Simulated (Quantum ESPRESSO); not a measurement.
# TiO in Quantum ESPRESSO: the effect of target pressure

Crystal: TiO.

```
Ti O
1.0
     3.03100    0.00000    0.00000
    -1.51550    2.62492    0.00000
     0.00000    0.00000    3.23770
Ti O
1 1
Direct
  0.66667 0.33333 0.00000
  0.00000 0.00000 0.50000
```

Alike in all runs:

| Property | Result |
| --- | --- |
| Program | Quantum ESPRESSO 7.5 |
| Task | relaxation of cell and atoms |
| Functional | PBEsol |
| Potentials or basis | GBRV 1.5 PBEsol |
| Cutoff | 707 eV |
| Density cutoff | 5633 eV |
| k mesh | 10 × 10 × 8 |
| Occupations | fermi-dirac, width 0.05 eV |
| Spin | no spin polarisation |

Each run relaxes the cell or the atoms first.

```tsv
target pressure	relaxed volume (Å³/atom)
0 GPa	9.42
2 GPa	9.35
5 GPa	9.25
10 GPa	?
20 GPa	8.81
30 GPa	8.57
```

Problem. What does the run with target pressure 10 GPa give?

Solution. Relaxed volume 9.09 Å³/atom.

Worked out: In Murnaghan's law V^(-B') rises as a straight line in P. The other rows fit best with B' = 3.9, V0 = 9.42 Å³/atom and B0 = 262 GPa, which gives 9.09 Å³/atom at 10 GPa, against the run's 9.09.

Caveats: the volume moved by over 15 % at a fixed basis, so the end points are rough.
